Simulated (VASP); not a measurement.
Write the native input for VASP 6.6.1 that does the following.

| Property | Result |
| --- | --- |
| Task | single point |
| Functional | PBEsol |
| Potentials or basis | VASP PAW PBE potentials, release 64 (Hg) |
| Cutoff | 520 eV |
| k mesh | 16 × 16 × 16 |
| Occupations | gaussian, width 0.1 eV |
| Spin | no spin polarisation |
| Dipole correction | no |
| Further INCAR settings | ALGO = Fast; EDIFF = 1e-06; NBANDS = 19 |

The structure of Hg lies in POSCAR:

```
Hg
1.0
   -2.8687654513      2.8687654513      1.5123582086
    2.8687654513     -2.8687654513      1.5123582086
    2.8687654513      2.8687654513     -1.5123582086
Hg
2
Direct
    0.7500000000      0.2500000000      0.5000000000
    0.0000000000      0.0000000000      0.0000000000
```

The input as run:

INCAR

```
PREC = Accurate
ENCUT = 520
EDIFF = 1E-6
ISMEAR = 0
SIGMA = 0.1
LREAL = F
LASPH = T
NELM = 100
ALGO = Fast
ISIF = 2
LWAVE = F
LCHARG = F
GGA = PS
NBANDS = 19
```

KPOINTS

```
Automatic mesh
0
Gamma
  16 16 16
```

Potentials or basis: VASP PAW PBE potentials, release 64 (Hg).

The run is started by

```console
$ cat potpaw_PBE.64/Hg/POTCAR > POTCAR
$ mpirun -np 1 vasp_std > vasp.out
```

It gave:

- Pressure: 0.4 GPa
- Band gap on the k mesh: none (metal or under the smearing width)

Caveat: the PAW data sets were made with another functional, which shifts forces and pressure a little.

It took 2.6 min on 1 thread of Intel(R) Xeon(R) Platinum 8488C (Sapphire Rapids) (shared host), peak memory 0.38 GiB.
